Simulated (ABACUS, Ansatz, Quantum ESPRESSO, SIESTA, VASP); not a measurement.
Na2S: 5 runs at one level of theory

```xyz
3
Lattice="0.0000 3.2735 3.2735 3.2735 0.0000 3.2735 3.2735 3.2735 0.0000" Properties=species:S:1:pos:R:3 pbc="T T T"
S     0.0000    0.0000    0.0000
Na    4.9102    4.9102    4.9102
Na    1.6367    1.6367    1.6367
```

Alike in all runs: task equation of state; functional PBE; k mesh 7 × 7 × 7; occupations fermi-dirac, width 0.05 eV; no spin polarisation; no spin-orbit coupling.

| program and potentials | plane-wave cutoff (eV) | notes | equilibrium volume (Å³/atom) | bulk modulus (GPa) |
| --- | --- | --- | --- | --- |
| Quantum ESPRESSO, SSSP 1.3 efficiency PBE | 748 | - | 23.71 | 28.0 |
| SIESTA, files PseudoDojo sr-pbe-0.4.1-standard, DZP (energy shift 0.003 Ry; two zetas on semicore shells) | - | atomic basis | 23.96 | 27.6 |
| ABACUS, PseudoDojo NC SR 0.4.1 PBE standard, plane waves | 1211 | - | ? | ? |
| VASP, PBE PAW files Na_pv, S, 520 eV | 520 | - | 23.65 | 28.1 |
| Ansatz, all-electron LAPW, scalar-relativistic | - | - | 23.62 | 28.0 |

**Question.** Estimate from the other rows what the run with ABACUS, PseudoDojo NC SR 0.4.1 PBE standard, plane waves gave.

**Answer.** Equilibrium volume 23.64 Å³/atom; bulk modulus 28.1 GPa. The other rows, which needn't bracket it: equilibrium volume 23.62 to 23.96; bulk modulus 27.6 to 28.1.
